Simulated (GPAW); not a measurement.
Dy in GPAW: convergence with k mesh

Input of the first run (k mesh 2 × 2 × 2); the others differ in this setting and in those tied to it:

File run.py:

```python
from ase import Atoms
from ase.dft.bandgap import bandgap
from ase.io import write
from ase.units import GPa
from gpaw import GPAW, PW, setup_paths

setup_paths.insert(0, '.')

atoms = Atoms(['Dy'],
              cell=[[-2.0003821482, 2.0003821482, 2.0003821482],
                    [2.0003821482, -2.0003821482, 2.0003821482],
                    [2.0003821482, 2.0003821482, -2.0003821482]],
              scaled_positions=[[0.0, 0.0, 0.0]],
              pbc=True)
atoms.set_initial_magnetic_moments([5.0])

calc = GPAW(mode=PW(800),
            xc='PBE',
            kpts={'size': (2, 2, 2), 'gamma': True},
            occupations={'name': 'fermi-dirac', 'width': 0.05},
            setups={'Dy': 'jth'},
            nbands=-12,
            convergence={'density': 1e-05, 'energy': 1e-05},
            maxiter=100,
            txt='gpaw.txt')
atoms.calc = calc
energy = atoms.get_potential_energy()
forces = atoms.get_forces()
stress = atoms.get_stress()
calc.write('gs.gpw')
write('result.traj', atoms)
print(f'Energy: {energy:.6f} eV')
print('Forces (eV/A):')
print(forces.round(4))
print('Stress (GPa):', (stress / GPa).round(3))
print('Moments:', calc.get_magnetic_moments().round(3))
print('Fermi level:', round(calc.get_fermi_level(), 4), 'eV')
print(f'Gap: {bandgap(calc)[0]:.4f} eV, direct: {bandgap(calc, direct=True)[0]:.4f} eV')
```

Potentials or basis: JTH PAW 2.0, PBE, pw.

The run is started by

```sh
$ OMP_NUM_THREADS=1 python run.py
```

This isn't the form of Dy at room conditions, which is hcp.

Hardware: 1 thread of Arm Neoverse V1, with other jobs on the host.

Q: The values tried are 2 × 2 × 2, 3 × 3 × 3, 4 × 4 × 4, 5 × 5 × 5, 6 × 6 × 6, 7 × 7 × 7, 8 × 8 × 8, 10 × 10 × 10, 12 × 12 × 12, loosest first. From which on does the energy stay within 1 meV/atom of the tightest run that finished?

A: From 10 × 10 × 10 on.

| k mesh | energy less the tightest run, at zero smearing (meV/atom) | pressure (GPa) | largest site moment (μB) | SCF cycles | CPU time (s) | peak memory (GiB) |
| --- | --- | --- | --- | --- | --- | --- |
| 2 × 2 × 2 | -977.89 | -15.16 | 4.80 | 41 | 33 | 0.17 |
| 3 × 3 × 3 | 96.72 | -2.32 | 4.63 | 36 | 35 | 0.17 |
| 4 × 4 × 4 | 10.94 | -0.15 | 4.59 | 26 | 42 | 0.18 |
| 5 × 5 × 5 | 14.51 | -0.48 | 4.59 | 31 | 60 | 0.18 |
| 6 × 6 × 6 | -11.40 | -1.03 | 4.59 | 22 | 62 | 0.19 |
| 7 × 7 × 7 | 2.32 | -0.84 | 4.61 | 32 | 110 | 0.2 |
| 8 × 8 × 8 | 2.49 | -0.85 | 4.59 | 25 | 120 | 0.21 |
| 10 × 10 × 10 | -0.29 | -0.88 | 4.60 | 25 | 190 | 0.24 |
| 12 × 12 × 12 | 0.00 | -0.87 | 4.59 | 23 | 260 | 0.28 |

Against the tightest run, the pressure stays within 0.1 GPa from 7 × 7 × 7 on; the largest site moment stays within 0.02 μB from 4 × 4 × 4 on. Meshes of other sizes hit other points, so gaps and Fermi surfaces needn't settle smoothly. The tightest run that finished is the yardstick and may itself not be fully converged.

Caveat, for the tightest run too: one-centre terms of the f shell are cut off; the magnetic or orbital state may not be the lowest; the program truncates these outside data sets; spin-orbit coupling is left out, which moves the levels of the heavy elements. The state reached can hang on the start; a lower one may exist.
